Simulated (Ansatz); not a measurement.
# PbO

The computed numbers are results of PBE, scalar-relativistic (no spin polarisation) in the plane-wave PAW code Ansatz at 420 eV, Γ-centred 8×8×6 mesh, 0.05 eV Gaussian smearing; PAW files: Ansatz's generated set soft_2.

```cif
data_structure
_symmetry_space_group_name_H-M 'P4/nmm:1'
_symmetry_Int_Tables_number 129
_cell_length_a 4.0568
_cell_length_b 4.0568
_cell_length_c 5.5971
_cell_angle_alpha 90.000
_cell_angle_beta 90.000
_cell_angle_gamma 90.000
_cell_volume 92.12
loop_
_atom_site_label
_atom_site_type_symbol
_atom_site_symmetry_multiplicity
_atom_site_Wyckoff_symbol
_atom_site_fract_x
_atom_site_fract_y
_atom_site_fract_z
_atom_site_occupancy
Pb1 Pb 2 c 0.50000 0.00000 0.21262 1
O1 O 2 a 0.00000 0.00000 0.00000 1
```

The Crystallography Open Database holds a cell of this formula and space group, from which this one stands far in volume, proportions or bonds. The database's entry of this formula in the relaxed cell's space group, P4/nmm, has axes of 3.967 × 3.967 × 4.992 Å and 19.64 Å³/atom (1985), the relaxed one 4.057 × 4.057 × 5.597 Å and 23.03.

The cell above was scaled in volume, and shape and atoms were relaxed at each volume within its symmetry. Energies are counted from the cell above.

Cell and atoms are those of this level's equilibrium.

```json
{"V (Å³/atom)": "21.76", "ΔE (meV/atom)": "2.2", "P (GPa)": "0.63", "gap on the mesh (eV)": "1.55"}
{"V (Å³/atom)": "22.11", "ΔE (meV/atom)": "1.1", "P (GPa)": "0.44", "gap on the mesh (eV)": "1.62"}
{"V (Å³/atom)": "22.57", "ΔE (meV/atom)": "0.3", "P (GPa)": "0.22", "gap on the mesh (eV)": "1.72"}
{"V (Å³/atom)": "23.03", "ΔE (meV/atom)": "0.0", "P (GPa)": "0.00", "gap on the mesh (eV)": "1.81"}
{"V (Å³/atom)": "23.49", "ΔE (meV/atom)": "0.1", "P (GPa)": "-0.14", "gap on the mesh (eV)": "1.81"}
{"V (Å³/atom)": "23.95", "ΔE (meV/atom)": "?", "P (GPa)": "?", "gap on the mesh (eV)": "?"}
{"V (Å³/atom)": "24.64", "ΔE (meV/atom)": "1.6", "P (GPa)": "-0.35", "gap on the mesh (eV)": "1.78"}
{"V (Å³/atom)": "25.33", "ΔE (meV/atom)": "2.9", "P (GPa)": "-0.40", "gap on the mesh (eV)": "1.77"}
```

**Question.** Fill in the withheld row.

**Answer.** ΔE (meV/atom): 0.5, P (GPa): -0.23, gap on the mesh (eV): 1.80.

**Question.** Can a bulk modulus be trusted from these points?

**Answer.** No. The energies are smooth (scatter 0.01 meV/atom), but the fit's B0′ of 13.2 is out of the usual range: the curve is too flat or too lopsided over this range, as for soft or weakly bound crystals, and a third-order form can't fix it.

Kohn–Sham gaps of semilocal functionals lie under measured ones, often by a third or more. No spin–orbit coupling, a notable omission for heavy elements. The structure is layered, and this functional has no dispersion term, so the layers' spacing is poorly fixed, often too long, and so is what hangs on it.
